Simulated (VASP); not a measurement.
A run of VASP 6.6.1 is set up as follows.

The input INCAR:

```
ALGO = Fast
EDIFF = 1E-7
EDIFFG = -0.05
ENCUT = 600
GGA = PE
IBRION = 2
ISIF = 3
ISMEAR = 0
LASPH = True
LCHARG = False
LREAL = False
LWAVE = False
NELM = 100
NSW = 80
PREC = Accurate
SIGMA = 0.1
```

File KPOINTS:

```
k-points
0
Gamma
  8 8 8
```

File POSCAR:

```
TaH
1.0
    0.0000000000      2.0855614838      2.0855614838
    2.0855614838      0.0000000000      2.0855614838
    2.0855614838      2.0855614838      0.0000000000
Ta H
1 1
Direct
    0.0000000000      0.0000000000      0.0000000000
    0.5000000000      0.5000000000      0.5000000000
```

Potentials or basis: VASP PAW PBE potentials, release 64 (Ta_pv, H).

Launch:

```bash
$ cat potpaw_PBE.64/Ta_pv/POTCAR potpaw_PBE.64/H/POTCAR > POTCAR
$ mpirun -np 1 vasp_std > vasp.out
```

(1) Predict the band gap on the k mesh.

(2) Estimate the relaxed cell.

Results:

(1) none (metal or under the smearing width).

(2) a = 3.051 Å, b = 3.051 Å, c = 3.051 Å, α = 60.00°, β = 60.00°, γ = 60.00°.
